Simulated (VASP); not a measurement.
## VASP 6.6.1 run: Ge

INCAR

```
SIGMA = 0.2
LREAL = .FALSE.
NELM = 120
LWAVE = .FALSE.
LCHARG = .FALSE.
PREC = Accurate
IBRION = -1
ISIF = 2
GGA = PE
ENCUT = 520
NBANDS = 54
NSW = 0
LASPH = .TRUE.
EDIFF = 1E-6
ISMEAR = -1
```

KPOINTS

```
KPOINTS created by Atomic Simulation Environment
0
Gamma
8 8 8
0 0 0
```

POSCAR

```
Ge
 1.0000000000000000
     0.0000000000000000    2.8368735120999999    2.9968731782000000
     2.8368735120999999    0.0000000000000000    2.9968731782000000
     2.8368735120999999    2.8368735120999999    0.0000000000000000
 Ge
   2
Cartesian
  0.0000000000000000  0.0000000000000000  0.0000000000000000
  1.4184367560500000  1.4184367560500000  1.4984365891000002
```

The recommended PBE PAW datasets give the neutral cell 28 valence electrons.

Command

```
mpirun -np 1 vasp_std
```

Q: How does this run end, and what does it give?

A: It converged. Results: gap between bands v and c on the k mesh -0.19 eV (bands overlap: a metal); least direct gap on the k mesh 0.00 eV; pressure -0.3 GPa. Band v is the last that the valence electrons fill when counted band by band, and c is the next.

OSZICAR

```
N       E                     dE             d eps       ncg     rms          rms(c)
DAV:   1     0.284601785564E+03    0.28460E+03   -0.86598E+03  9746   0.139E+03
DAV:   2     0.303984058864E+02   -0.25420E+03   -0.22708E+03  6436   0.472E+02
DAV:   3    -0.779533315910E+01   -0.38194E+02   -0.37535E+02  7214   0.734E+01
DAV:   4    -0.907625026774E+01   -0.12809E+01   -0.12791E+01  7424   0.145E+01
DAV:   5    -0.908646544643E+01   -0.10215E-01   -0.10214E-01  7400   0.140E+00    0.290E+00
DAV:   6    -0.904090727603E+01    0.45558E-01   -0.80757E-03  9018   0.589E-01    0.172E+00
DAV:   7    -0.901666452665E+01    0.24243E-01   -0.17203E-02  7918   0.721E-01    0.144E-01
DAV:   8    -0.901806793889E+01   -0.14034E-02   -0.30314E-03  7350   0.284E-01    0.494E-02
DAV:   9    -0.901825669934E+01   -0.18876E-03   -0.12593E-04  8208   0.971E-02    0.195E-02
DAV:  10    -0.901827742439E+01   -0.20725E-04   -0.17791E-05  7350   0.128E-02    0.620E-03
DAV:  11    -0.901827875316E+01   -0.13288E-05   -0.12598E-06  7224   0.100E-02    0.159E-03
DAV:  12    -0.901827905538E+01   -0.30222E-06   -0.21567E-07  6462   0.172E-03
   1 F= -.90182791E+01 E0= -.90030370E+01  d E =-.304841E-01
```

For comparison, a separate PBE run of the intended cell, on usual settings and not on those above, gives a gap of -0.19 eV on its mesh and a pressure of -0.6 GPa.
